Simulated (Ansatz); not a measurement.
# P: the cost of one run

Method: DFT PBEsol, scalar-relativistic, plane waves, PAW, in Ansatz 0.2.0.

### Step 1. The starting structure

It takes space group P2/m (No. 10, monoclinic). Conventional cell: a = 2.425 Å, b = 2.439 Å, c = 4.852 Å, α = 90.00°, β = 90.24°, γ = 90.00°. P (site symmetry m) has 6 P at 2.42 to 2.44 Å as nearest neighbours.

Cell or atoms stand a little off a more symmetric structure (Pm-3m at a tolerance of 0.3 Å), so results at this geometry aren't those of that ideal crystal.

Structure file:

```cif
data_structure
_symmetry_space_group_name_H-M 'P2/m'
_symmetry_Int_Tables_number 10
_cell_length_a 2.4247
_cell_length_b 2.4385
_cell_length_c 4.8525
_cell_angle_alpha 90.000
_cell_angle_beta 90.240
_cell_angle_gamma 90.000
_cell_volume 28.69
loop_
_atom_site_label
_atom_site_type_symbol
_atom_site_symmetry_multiplicity
_atom_site_Wyckoff_symbol
_atom_site_fract_x
_atom_site_fract_y
_atom_site_fract_z
_atom_site_occupancy
P1 P 2 m 0.00000 0.00000 0.25057 1
```

The structure comes from the Materials Project (structure only).

### Step 2. Random moves and strain, cell strained

Against the listed cell: strain xx, yy, zz, yz, xz, xy = +1.2, -0.4, +0.6, +1.0, +0.9, +0.0 %; atoms moved by 0.10 Å root mean square, at most 0.10 Å.

Contents of input.yaml:

```yaml
crystal:
  lattice:
    - [2.4525780938, -0.0011881001, 0.0219192348]
    - [-0.0011948822, 2.4276592775, 0.0243853514]
    - [0.023317914, 0.0485342831, 4.8789861607]
  atoms:
    - { symbol: P, position: [1.0297201256, 0.0258392831, 0.2565943008] }
    - { symbol: P, position: [-0.0297201256, -0.0258392831, 0.7434056992] }
basis:
  ecutwfc: 420
kpoints:
  mp_grid: { grid: [16, 16, 8] }
hamiltonian:
  xc: pbesol
scf:
  occupations: { method: gaussian, width: 0.1 }
output:
  forces: true
  stress: true
  eigenvalues: true
  write_density: true
  write_potential: true
  elf: true
  volumetric_format: npy
```

Command:

```bash
> ansatz run input.yaml --threads 1 --pin off --max-ram 1331MiB --backend cpu --events-out ev --progress --plain --runs-dir out
```

Q: Estimate wall time and peak memory on 1 thread of an Arm CPU, shared host.

About 28 s, with a peak of 0.52 GiB.
